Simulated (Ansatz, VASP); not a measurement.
**B: VASP beside Ansatz**

```xyz
1
Lattice="0.0000 1.1524 1.1524 1.1524 0.0000 1.1524 1.1524 1.1524 0.0000" Properties=species:S:1:pos:R:3 pbc="T T T"
B     0.0000    0.0000    0.0000
```

Change from the starting cell: volume scaled by 0.52, PAW files.

Alike in both runs: task single point; functional PBE; k mesh 24 × 24 × 24; occupations fermi-dirac, width 0.05 eV; no spin polarisation.

```csv
,VASP,Ansatz
version,VASP 6.6.1,Ansatz 0.2.0
potentials or method,"VASP PAW PBE potentials, release 64 (B)","PAW with Ansatz's default frozen-core files, scalar-relativistic"
plane-wave cutoff (eV),520,420
valence electrons in the cell,3,3
```

Ansatz gave:

| Item | Value |
| --- | --- |
| pressure (GPa) | 566.4 |

Task: Estimate VASP's values.

Result: Pressure (GPa): 567.9.

Caveats: the cell as given lies far from equilibrium; so large a pressure means that the cell lies far from this level's equilibrium, or that cutoff or potentials fall short (VASP).
